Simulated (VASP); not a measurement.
# InSb (F-43m) in VASP: further runs, part 2 of 2

VASP 6.6.1.

### 4 Band structure, r2SCAN

INCAR reads:

```
SYSTEM = InSb
  ALGO = Normal
  EDIFF = 1E-7
  ENCUT = 520
  ISIF = 2
  ISMEAR = 0
  KPAR = 4
  LASPH = .TRUE.
  LCHARG = .FALSE.
  LMIXTAU = .TRUE.
  LREAL = .FALSE.
  LWAVE = .FALSE.
  METAGGA = R2SCAN
  NBANDS = 16
  NELM = 80
  PREC = Accurate
  SIGMA = 0.03
```

KPOINTS reads:

```
k-points
0
G
  10 10 10
  0 0 0
```

POSCAR reads:

```
InSb                                    
1.0
    0.0000000000      3.2603245811      3.2603245811
    3.2603245811      0.0000000000      3.2603245811
    3.2603245811      3.2603245811      0.0000000000
  In              Sb            
     1     1
Direct
     0.0000000000000000    0.0000000000000000    0.0000000000000000
     0.2500000000000000    0.2500000000000000    0.2500000000000000
```

KPOINTS_OPT is that of step 3.

Potentials or basis: VASP PAW PBE potentials, release 64 (In_d, Sb).

Command:

```
$ cat potpaw_PBE.64/In_d/POTCAR potpaw_PBE.64/Sb/POTCAR > POTCAR
$ mpirun -np 4 vasp_std > vasp.out
```

OUTCAR:

```text
SYSTEM = InSb
   EDIFF = 1E-7
   ENCUT = 520
   ISIF = 2
   ISMEAR = 0
   LASPH = .TRUE.
   LREAL = .FALSE.
   METAGGA = R2SCAN
   NELM = 80
   PREC = Accurate

 ion  position               nearest neighbor table
   1  0.000  0.000  0.000-   2 2.82   2 2.82   2 2.82   2 2.82
   2  0.250  0.250  0.250-   1 2.82   1 2.82   1 2.82   1 2.82

  LATTYP: Found a face centered cubic cell.
 ALAT       =     6.5206491622

  Lattice vectors:

 A1 = (   0.0000000000,   3.2603245811,   3.2603245811)
 A2 = (   3.2603245811,   0.0000000000,   3.2603245811)
 A3 = (   3.2603245811,   3.2603245811,   0.0000000000)

Analysis of symmetry for initial positions (statically):
=====================================================================
 Subroutine PRICEL returns:
 Original cell was already a primitive cell.

 Routine SETGRP: Setting up the symmetry group for a
 face centered cubic supercell.

 Subroutine GETGRP returns: Found 24 space group operations
 (whereof 24 operations were pure point group operations)
 out of a pool of 48 trial point group operations.

The static configuration has the point symmetry T_d .

Analysis of symmetry for dynamics (positions and initial velocities):
[... 162 lines left out ...]

 val. band max:        4.7187140667   @ k =   0.0000   0.0000   0.0000
 cond. band min:       4.8392758581   @ k =   0.0000   0.0000   0.0000
 fundamental gap:      0.1205617915
 Fermi energy:         4.7827091385

 k-point     1 :       0.0000    0.0000    0.0000
  band No.  band energies     occupation
      1     -10.3372      2.00000
      2     -10.3372      2.00000
      3     -10.3372      2.00000
      4     -10.2410      2.00000
      5     -10.2410      2.00000
      6      -6.2777      2.00000
[... 433 lines left out ...]
      3     -10.3025      2.00000
      4     -10.2545      2.00000
      5     -10.2341      2.00000
      6      -4.8733      2.00000
[... 8 lines left out ...]
     15      14.7959      0.00000
     16      15.2858      0.00000

 [... further k-points ...]

------------------------ aborting loop because EDIFF is reached ----------------------------------------

  FORCE on cell =-STRESS in cart. coord.  units (eV):
  Direction    XX          YY          ZZ          XY          YZ          ZX
  --------------------------------------------------------------------------------------
  -------------------------------------------------------------------------------------
  Total        0.3173878      0.3173878      0.3173878      0.0000000      0.0000000      0.0000000
  in kB        7.3364891      7.3364891      7.3364891      0.0000000      0.0000000      0.0000000
  external PRESSURE =       7.3364891 kB  Pullay stress =       0.0000000 kB

 VOLUME and BASIS-vectors are now :
 -----------------------------------------------------------------------------
  energy-cutoff  :      520.00
  volume of cell :       69.31
      direct lattice vectors                 reciprocal lattice vectors
     0.000000000  3.260324581  3.260324581    -0.153358964  0.153358964  0.153358964
     3.260324581  0.000000000  3.260324581     0.153358964 -0.153358964  0.153358964
     3.260324581  3.260324581  0.000000000     0.153358964  0.153358964 -0.153358964

 POSITION                                       TOTAL-FORCE (eV/Angst)
 -----------------------------------------------------------------------------------
      0.00000      0.00000      0.00000         0.000000      0.000000      0.000000
      1.63016      1.63016      1.63016        -0.000000     -0.000000     -0.000000
 -----------------------------------------------------------------------------------
    total drift:                               -0.000001     -0.000001     -0.000001

  FREE ENERGIE OF THE ION-ELECTRON SYSTEM (eV)
  ---------------------------------------------------
  free  energy   TOTEN  =       -48.7649755844 eV

  energy  without entropy=      -48.7649745646  energy(sigma->0) =      -48.76497507
```

Wall time 2.9 min (4 MPI ranks of Intel Xeon 6975P-C (Granite Rapids), shared host); peak memory 0.28 GiB.

What came out:

```yaml
Free_energy: -48.7650 eV
Pressure: 0.7 GPa
Band_gap_on_the_k_mesh: 0.12 eV, direct
Band_gap_along_the_path: 0.12 eV, direct
```

Levels at the corners of the path, in eV from the valence-band top:
```
point  band 7  band 8  band 9  band 10  band 11  band 12
    Γ    0.00    0.00    0.00     0.12     3.22     3.22
    X   -5.99   -2.29   -2.29     1.56     1.60     8.62
    X   -5.99   -2.29   -2.29     1.56     1.60     8.62
    W   -5.87   -2.89   -2.75     3.76     4.24     4.61
    W   -5.87   -2.89   -2.75     3.76     4.24     4.61
    K   -5.85   -3.15   -1.94     1.87     3.98     6.68
    K   -5.85   -3.15   -1.94     1.87     3.98     6.68
    Γ    0.00    0.00    0.00     0.12     3.22     3.22
    Γ    0.00    0.00    0.00     0.12     3.22     3.22
    L   -5.68   -1.02   -1.02     0.80     4.10     4.10
    L   -5.68   -1.02   -1.02     0.80     4.10     4.10
    U   -5.85   -3.15   -1.94     1.87     3.98     6.68
    U   -5.85   -3.15   -1.94     1.87     3.98     6.68
    W   -5.87   -2.89   -2.75     3.76     4.24     4.61
    W   -5.87   -2.89   -2.75     3.76     4.24     4.61
    L   -5.68   -1.02   -1.02     0.80     4.10     4.10
    L   -5.68   -1.02   -1.02     0.80     4.10     4.10
    K   -5.85   -3.15   -1.94     1.87     3.98     6.68
    U   -5.85   -3.15   -1.94     1.87     3.98     6.68
    X   -5.99   -2.29   -2.29     1.56     1.60     8.62
```

Caveat: the PAW data sets were made with another functional, which shifts forces and pressure a little; spin-orbit coupling is left out, which moves the levels of the heavy elements.

### 5 Overview

```tsv
level	potentials or basis	pressure (GPa)
PBE	VASP PAW PBE potentials, release 64 (In_d, Sb)	2.2
LDA	VASP PAW LDA potentials, release 64 (In_d, Sb)	-1.3
r2SCAN	VASP PAW PBE potentials, release 64 (In_d, Sb)	0.7
```

Alike in all rows: task band structure; no spin polarisation; cell as given; k mesh 10 × 10 × 10; cutoff (eV) 520; smearing gaussian 0.03 eV.

Caveats: spin-orbit coupling is left out, which moves the levels of the heavy elements; this crystal is a semiconductor, whose small gap the functional closes, so the metal is an error of the method (some runs); the PAW data sets were made with another functional, which shifts forces and pressure a little (some runs).

Absolute energies hang on the potentials; compare differences alone.

### 6 How close it comes

Step 2. Against the measured gap of InSb, 0.24 eV (quoted in “Electronic Structure and Epitaxy of CdTe Shells on InSb Nanowires”, 2021, arxiv:2111.05126), the calculated 0.00 eV is off by -0.24 eV. Spin-orbit coupling on In, Sb is left out. The value is that of PBE, without temperature or zero-point motion. Semilocal functionals fall short of measured gaps as a rule.

Step 3. Measured gap of InSb: 0.24 eV (quoted in “Electronic Structure and Epitaxy of CdTe Shells on InSb Nanowires”, 2021, arxiv:2111.05126). This calculation gives 0.00 eV (-0.24 eV). Spin-orbit coupling on In, Sb is left out. The value is that of LDA, without temperature or zero-point motion. Semilocal functionals fall short of measured gaps as a rule.

Step 4. Measured gap of InSb: 0.24 eV (quoted in “Electronic Structure and Epitaxy of CdTe Shells on InSb Nanowires”, 2021, arxiv:2111.05126). This calculation gives 0.12 eV (-0.12 eV). Spin-orbit coupling on In, Sb is left out. The value is that of r2SCAN, without temperature or zero-point motion.
